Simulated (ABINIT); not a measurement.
Al, 2 atoms in the cell. It takes space group P6/mmm (No. 191, hexagonal). The conventional cell has a = 4.547 Å, b = 4.547 Å, c = 2.754 Å, α = 90.00°, β = 90.00°, γ = 120.00°. Around Al (site symmetry -6m2) lie 5 Al at 2.63 to 2.75 Å. The cell was built by a generator and needn't be a form met in nature.

| Property | Result |
| --- | --- |
| Program | ABINIT 10.8.3 (patched build) |
| Task | single point |
| Functional | PBE |
| Potentials or basis | JTH PAW PBE v2.0 |
| Cutoff | 408 eV |
| k mesh | 7 × 7 × 10 |
| Occupations | fermi-dirac, width 0.05 eV |
| Spin | no spin polarisation |
| Fine-grid cutoff | 816.342 eV |

Potentials or basis: JTH PAW PBE v2.0.

Command:

```console
$ abinit run.abi > log 2>&1
```

Hardware: 1 thread of Arm Neoverse V1 (shared host).

Task: Estimate the wall time of this run.

Result: Run time: 15 s on 1 thread of Arm Neoverse V1, on a shared host, peak memory 0.1 GiB. Counts: scf iterations 9, mpi ranks 1, k points 96, bands 7, plane waves 935.
